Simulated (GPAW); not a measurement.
CoO:

```xyz
2
Lattice="0.0000 2.1315 2.1315 2.1315 0.0000 2.1315 2.1315 2.1315 0.0000" Properties=species:S:1:pos:R:3 pbc="T T T"
Co    0.0000    0.0000    0.0000
O     2.1315    2.1315    2.1315
```

Program: GPAW 26.7.0. Alike in all runs: spin collinear, ferromagnetic start; cell as given; smearing fermi-dirac 0.05 eV.

Order these runs on this cell by their pressure, lowest first.
A. level PBEsol+U; potentials or basis PAW data sets generated in the run's folder for this functional, pw; U Co d U = 4 eV; k mesh 11 × 11 × 11; cutoff (eV) 800; maxiter 150; band path GXWKGLUWLK,UX; band points 80
B. level PBEsol+U; potentials or basis PAW data sets generated in the run's folder for this functional, pw; U Co d U = 8 eV; k mesh 11 × 11 × 11; cutoff (eV) 800; maxiter 150; band path GXWKGLUWLK,UX; band points 80
C. level LDA; potentials or basis the program's PAW data sets (release 1.2.1) made for this functional, pw; k mesh 9 × 9 × 9; cutoff (eV) 600; maxiter 120; convergence default
D. level PBEsol+U; potentials or basis PAW data sets generated in the run's folder for this functional, pw; U Co d U = 1 eV; k mesh 11 × 11 × 11; cutoff (eV) 800; maxiter 150; band path GXWKGLUWLK,UX; band points 80

C (-24.2 GPa), D (-9.1 GPa), A (-7.4 GPa), B (-4.8 GPa).

Caveats: a cell with one magnetic atom can't hold antiferromagnetic order, which such compounds often take; the cutoff is short for stress and forces, so pressures can be off by a GPa or more (some runs); so large a pressure means that the cell lies far from this level's equilibrium, or that cutoff or potentials fall short (some runs).
